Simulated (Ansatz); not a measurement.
In in Ansatz: the effect of functional

The system is In, a slab with vacuum.

```
CELL_PARAMETERS angstrom
3.36384 0.00000 0.00000
-1.68192 2.91317 0.00000
0.00000 0.00000 31.19956
ATOMIC_POSITIONS crystal
In 0.33333 0.66667 0.24039
In 0.00000 0.00000 0.32693
In 0.66667 0.33333 0.41346
In 0.00000 0.00000 0.50000
In 0.33333 0.66667 0.58654
In 0.00000 0.00000 0.67307
In 0.66667 0.33333 0.75961
```

The slab is cut from a database's or a generator's crystal, which needn't be the stable form of the element.

The cell isn't the ideal one: the (0 0 1) slab of In, cut from the database cell, not relaxed.

Alike in all runs:

```yaml
Program: Ansatz 0.2.0
Task: band structure
Potentials_or_basis: Ansatz PAW
k_mesh: 9 × 9 × 1
Occupations: fermi-dirac, width 0.05 eV
Spin: no spin polarisation
```

```csv
functional,cutoff,largest force (eV/Å),work function (eV)
LDA,420 eV (not typed: the program's choice for these potentials),?,?
PBEsol,420 eV (not typed: the program's choice for these potentials),0.14,3.83
RPBE,420 eV (not typed: the program's choice for these potentials),0.23,3.59
revPBE,420 eV (not typed: the program's choice for these potentials),0.21,3.61
BLYP,420 eV (not typed: the program's choice for these potentials),0.39,3.46
r2SCAN,500 eV (not typed: the program's choice for these potentials),0.16,3.81
```

Question: What does the run with functional LDA give?

Answer: Largest force 0.14 eV/Å; work function 4.04 eV.

Caveats: the PAW data sets come from PBE, with cores solved anew for the run's functional, which leaves a small shift of forces and pressure.

Runs at the PBE level aren't shown here.
